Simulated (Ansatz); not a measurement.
**AgBr in Ansatz: the effect of Hubbard term**

AgBr:

```
Ag Br
1.0
     0.00000    2.87015    2.87015
     2.87015    0.00000    2.87015
     2.87015    2.87015    0.00000
Ag Br
1 1
Direct
  0.00000 0.00000 0.00000
  0.50000 0.50000 0.50000
```

Alike in all runs:

```yaml
Program: Ansatz 0.2.0
Task: density of states
Functional: PBEsol
Potentials_or_basis: all-electron LAPW, scalar-relativistic
Cutoff: 214 eV (chosen from the basis error)
Basis_error_allowed: 0.001 eV/atom
k_mesh: 8 × 8 × 8
Occupations: fermi-dirac, width 0.05 eV
Spin: no spin polarisation
```

```csv
Hubbard term,gap on the mesh (eV),pressure (GPa)
none,?,?
Ag d U = 2 eV,0.84,-1.3
Ag d U = 4 eV,1.10,-0.9
Ag d U = 6 eV,1.30,-0.6
Ag d U = 8 eV,1.45,-0.4
```

Question: What does the run with Hubbard term none give?

Answer: gap on the mesh 0.50 eV; pressure -1.6 GPa.

Worked out: A parabola through the other rows of the gap on the mesh, of slope 0.17 eV per eV there, extrapolates to 0.53 eV, against the run's 0.50. A straight line through the other rows of the pressure, of slope 0.15 GPa per eV, extrapolates to -1.6 GPa, against the run's -1.6.

Caveats: U is the effective U less J, on atomic orbitals that reach past the spheres (some runs).

A k mesh can miss the band edges.
